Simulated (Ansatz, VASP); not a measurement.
One calculation of ZnH, two programs

INCAR

```
SYSTEM = ZnH
  PREC = Accurate
  ENCUT = 520
  EDIFF = 1E-6
  ISMEAR = -1
  SIGMA = 0.05
  LREAL = .FALSE.
  LASPH = .TRUE.
  NELM = 100
  ALGO = Normal
  ISIF = 2
  LWAVE = .FALSE.
  LCHARG = .FALSE.
  METAGGA = R2SCAN
  LMIXTAU = .TRUE.
  NBANDS = 14
```

The input KPOINTS:

```
regular mesh
0
G
  10 10 10
  0 0 0
```

The input POSCAR:

```
ZnH
1.0
    0.0000000000      2.2159400000      2.2159400000
    2.2159400000      0.0000000000      2.2159400000
    2.2159400000      2.2159400000      0.0000000000
Zn H
1 1
Direct
    0.0000000000      0.0000000000      0.0000000000
    0.2500000000      0.2500000000      0.2500000000
```

KPOINTS_OPT

```
path GXWKGLUWLK,UX
20
line-mode
reciprocal
 0.0000000000  0.0000000000  0.0000000000  G
 0.5000000000  0.0000000000  0.5000000000  X

 0.5000000000  0.0000000000  0.5000000000  X
 0.5000000000  0.2500000000  0.7500000000  W

 0.5000000000  0.2500000000  0.7500000000  W
 0.3750000000  0.3750000000  0.7500000000  K

 0.3750000000  0.3750000000  0.7500000000  K
 0.0000000000  0.0000000000  0.0000000000  G

 0.0000000000  0.0000000000  0.0000000000  G
 0.5000000000  0.5000000000  0.5000000000  L

 0.5000000000  0.5000000000  0.5000000000  L
 0.6250000000  0.2500000000  0.6250000000  U

 0.6250000000  0.2500000000  0.6250000000  U
 0.5000000000  0.2500000000  0.7500000000  W

 0.5000000000  0.2500000000  0.7500000000  W
 0.5000000000  0.5000000000  0.5000000000  L

 0.5000000000  0.5000000000  0.5000000000  L
 0.3750000000  0.3750000000  0.7500000000  K

 0.6250000000  0.2500000000  0.6250000000  U
 0.5000000000  0.0000000000  0.5000000000  X
```

The input input.yaml:

```yaml
crystal:
  lattice:
    - [0.0, 2.21594, 2.21594]
    - [2.21594, 0.0, 2.21594]
    - [2.21594, 2.21594, 0.0]
  atoms:
    - { symbol: Zn, position: [0.0, 0.0, 0.0] }
    - { symbol: H, position: [0.25, 0.25, 0.25] }
hamiltonian:
  xc: r2scan
  pseudopotentials: { kind: paw }
kpoints:
  mp_grid: { grid: [10, 10, 10] }
  band_path:
    path:
      - [[0.0, 0.0, 0.0], [0.5, 0.0, 0.5], [0.5, 0.25, 0.75], [0.375, 0.375, 0.75], [0.0, 0.0, 0.0], [0.5, 0.5, 0.5], [0.625, 0.25, 0.625], [0.5, 0.25, 0.75], [0.5, 0.5, 0.5], [0.375, 0.375, 0.75]]
      - [[0.625, 0.25, 0.625], [0.5, 0.0, 0.5]]
    npoints: 14
scf:
  occupations: { method: fermi_dirac, width: 0.05 }
  n_extra_bands: 6
output:
  forces: true
  stress: true
  eigenvalues: true
  fatbands: false
```

The cell was built by a generator and needn't be a form met in nature.

Alike in both runs: task band structure; functional r2SCAN; k mesh 10 × 10 × 10; occupations fermi-dirac, width 0.05 eV; no spin polarisation.

|  | VASP | Ansatz |
| --- | --- | --- |
| version | VASP 6.6.1 | Ansatz 0.2.0 |
| potentials or method | VASP PAW PBE potentials, release 64 (Zn, H) | Ansatz PAW |
| plane-wave cutoff (eV) | 520 | 500 |
| valence electrons in the cell | 13 | 13 |

Ansatz gave:

```
gap on the k mesh at the Fermi level (eV) : none
pressure (GPa)                            : -2.7
```

Question: What did VASP give for the same quantities?

Answer: gap on the k mesh at the Fermi level (eV): none; pressure (GPa): -2.6.

A gap of «none» marks a metal or a gap that the smearing closes. The functional is the same, so the differences come from potentials, cutoffs and numerics.

Caveats: the PAW data sets were made with another functional, which shifts forces and pressure a little (VASP); the PAW data sets come from PBE, with cores solved anew for the run's functional, which leaves a small shift of forces and pressure (Ansatz).
